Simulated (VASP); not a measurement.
Runs of VASP 6.6.1 on Bi. Symmetry: P6_3/mmc, No. 194, hexagonal system. The conventional cell has a = 3.531 Å, b = 3.531 Å, c = 5.791 Å, α = 90.00°, β = 90.00°, γ = 120.00°. Around Bi (site symmetry -6m2) lie 12 Bi at 3.53 to 3.54 Å. This isn't the form of Bi at room conditions, which is rhombohedral.

```csv
cell,k mesh,gap on the mesh (eV),pressure (GPa)
"P6_3/mmc, 31.27 Å³/atom",12 × 12 × 6,none,-2.3
"P6_3/mmc, 30.06 Å³/atom",17 × 17 × 9,none,(a)
"P6_3/mmc, 30.06 Å³/atom",12 × 12 × 6,none,-0.2
"P6_3/mmc, 32.47 Å³/atom",12 × 12 × 6,none,-4.1
```

Alike in all rows: task single point; level PBEsol; potentials or basis VASP PAW PBE potentials, release 64 (Bi_d); no spin polarisation; cutoff (eV) 520; smearing fermi-dirac 0.1 eV.

**Question.** Fill in the values left out.

**Answer.** (a) 0.1.

Caveats: the PAW data sets were made with another functional, which shifts forces and pressure a little; spin-orbit coupling is left out, which moves the levels of the heavy elements.

A k mesh can miss the band edges, and the runs leave out spin-orbit coupling on Bi.

A gap of «none» marks a metal or a gap under the smearing width.
